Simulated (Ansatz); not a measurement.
Set up this calculation in Ansatz 0.2.0, as the native input.

```yaml
Task: atomic charges
Functional: revPBE
Dispersion: D4
Potentials_or_basis: Ansatz PAW
Cutoff: "420 eV (not typed: the program's choice for these potentials)"
k_mesh: 8 × 8 × 8
Occupations: methfessel-paxton, width 0.05 eV
Spin: non-collinear spin, random start, spin-orbit coupling
Starting_moments: "[[0.093, 0.385, -0.289], [0.0, 0.0, 0.0]] μB"
```

Crystal: CdSe.

```
Cd Se
1.0
    -0.01635    3.09984    3.03688
     3.06036   -0.02622    3.04675
     3.04033    3.08968   -0.00620
Cd Se
1 1
Direct
  0.00000 0.00000 0.00000
  0.25000 0.25000 0.25000
```

The cell comes from a database or a generator and needn't be the stable form of this composition.

The cell isn't the ideal one: cell strained at random at fixed volume.

The input as run:

input.yaml

```yaml
crystal:
  lattice:
    - [-0.016353, 3.099836, 3.036875]
    - [3.060356, -0.026223, 3.046745]
    - [3.040331, 3.089681, -0.006198]
  atoms:
    - { symbol: Cd, position: [0.0, 0.0, 0.0], spin: 0.49, spin_axis: [0.093, 0.385, -0.289] }
    - { symbol: Se, position: [0.25, 0.25, 0.25] }
hamiltonian:
  xc: revpbe
  pseudopotentials: { kind: paw_fr }
  dispersion: d4
magnetization:
  noncollinear: true
  spin_orbit: true
kpoints:
  mp_grid: { grid: [8, 8, 8] }
scf:
  occupations: { method: methfessel_paxton, width: 0.05 }
output:
  forces: true
  stress: true
  eigenvalues: true
  bader: true
  populations: true
```

Potentials or basis: Ansatz PAW.

Launch:

```console
$ ansatz run input.yaml --threads 1 --pin off --max-ram 2560MiB --backend cpu --events-out ev --progress --plain --runs-dir out
```

Results of the run:

| Quantity | Value |
| --- | --- |
| Pressure | -0.8 GPa |
| Largest force | 0.079 eV/Å |
| Band gap on the k mesh | 0.54 eV, direct |
| Net moment | 0.00 μB per cell |
| Absolute moment | 0.00 μB per cell |
| Bader charges | Cd +0.74; Se -0.74 e |

Caveat: the PAW data sets come from PBE, with cores solved anew for the run's functional, which leaves a small shift of forces and pressure; the starting moments weren't kept; the thresholds are loose for stress.

Wall time 4 min on 1 thread of Intel(R) Xeon(R) 6975P-C (Granite Rapids) (shared host), peak memory 2 GiB.
